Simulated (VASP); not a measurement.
Runs of VASP 6.6.1 on C. It takes space group P6_3/mmc (No. 194, hexagonal). Conventional cell: a = 2.522 Å, b = 2.522 Å, c = 12.356 Å, α = 90.00°, β = 90.00°, γ = 120.00°. C (site symmetry 3m) is surrounded by 4 C at 1.54 Å. Around C (site symmetry 3m) lie 4 C at 1.54 Å. C (site symmetry 3m) has 4 C at 1.54 Å as nearest neighbours. This is a hexagonal form of diamond, not graphite.

```tsv
task	level	smearing	gap on the mesh (eV)	pressure (GPa)	largest force (eV/Å)
band structure	SCAN	fermi-dirac 0.05 eV	4.78	-3.9	0.34
band structure	TPSS	fermi-dirac 0.05 eV	4.41	2.1	0.34
band structure	rSCAN	fermi-dirac 0.05 eV	(a)	-3.1	0.34
single point	PBE	gaussian 0.012 eV	4.38	2.7	0.33
band structure	r2SCAN	fermi-dirac 0.05 eV	4.57	(b)	0.34
```

Alike in all rows: potentials or basis VASP PAW PBE potentials, release 64 (C); no spin polarisation; cell as given; k mesh 12 × 12 × 3; cutoff (eV) 520.

Problem. Estimate the missing entries.

Solution. (a) 4.60; (b) -1.0.

Caveats: the PAW data sets were made with another functional, which shifts forces and pressure a little (some runs); an odd mesh through Γ misses points on the zone boundary, where band edges often lie (some runs).
